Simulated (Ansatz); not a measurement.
**Structure search for InH**

Theory: Ansatz, DFT PBE, scalar-relativistic, plane waves, PAW. Settings: cutoff 420 eV, Γ-centred meshes spaced at most about 0.3 Å⁻¹, and about 0.25 Å⁻¹ or finer for metals (2π included), Gaussian smearing. No spin polarisation.

The zero of energy is the elements' standard structures at the same level (H₂ as a molecule); no fitted shifts are applied.

All energies are static (0 K, no zero-point motion). Larger cells and other orderings weren't all tried, so the list isn't exhaustive. With hydrogen, zero-point motion can shift formation energies by some tens of meV/atom.

Invented guesses were relaxed alike, and ends that match in structure were merged. ΔE counts from the first row. Coordination counts H atoms around In (those within 1.25 times the shortest such distance or 1.15 times the sum of covalent radii; the shortest distance is added where it is long for a bond). The ends were matched against large subsets of the Crystallography Open Database and the Materials Project, so a missing match doesn't prove that a structure is unreported.

| # | reached from | type and space group | atoms | Å³/atom | coordination | ΔE (meV/atom) | gap on mesh (eV) | in databases |
| --- | --- | --- | --- | --- | --- | --- | --- | --- |
| 1 | random cell | P6/mmm (No. 191) | 2 | 16.9 | In 2 | 0 | 0.00 | no match |
| 2 | CuTe type (Pmmn) | Pmmn (No. 59) | 4 | 16.9 | In 4 | 30 | 0.00 | no match |
| 3 | AlAs type (F-43m) | zinc blende, F-43m (No. 216) | 2 | 17.8 | In 4 | 178 | 0.00 | no match |
| 4 | random cell | rock salt, Fm-3m (No. 225) | 2 | 15.9 | In 6 from 2.5 Å | 205 | 0.00 | no match |
| 5 | BePd type (Pm-3m) | caesium chloride, Pm-3m (No. 221) | 2 | 16.1 | In 8 from 2.8 Å | 277 | 0.00 | no match |

The lowest: Space group P6/mmm (No. 191), hexagonal, a = 3.169 Å, c = 3.895 Å. Around In lie 2 H at 1.95 Å; H is surrounded by 2 In at 1.95 Å. Its energy over the elements is +0.28 eV/atom. A positive value: parting into the elements would lower its energy. An observed structure of this formula, if there is one, may be missing.

```
In H
1.0
     3.16905    0.00000    0.00000
    -1.58452    2.74448    0.00000
     0.00000    0.00000    3.89526
In H
1 1
Direct
  0.00000 0.00000 0.50000
  0.00000 0.00000 0.00000
```

The second: Space group Pmmn (No. 59), orthorhombic, a = 3.602 Å, b = 3.836 Å, c = 4.903 Å. In has 4 H at 2.27–2.29 Å; H has 4 In at 2.27–2.29 Å and 4 H at 2.64 Å. Counting H atoms around In, the first has In 2 and the second has In 4. Cells relaxed within their symmetry can be saddle points. Some candidate types were left out of the draw beforehand, so a known form may be missing.
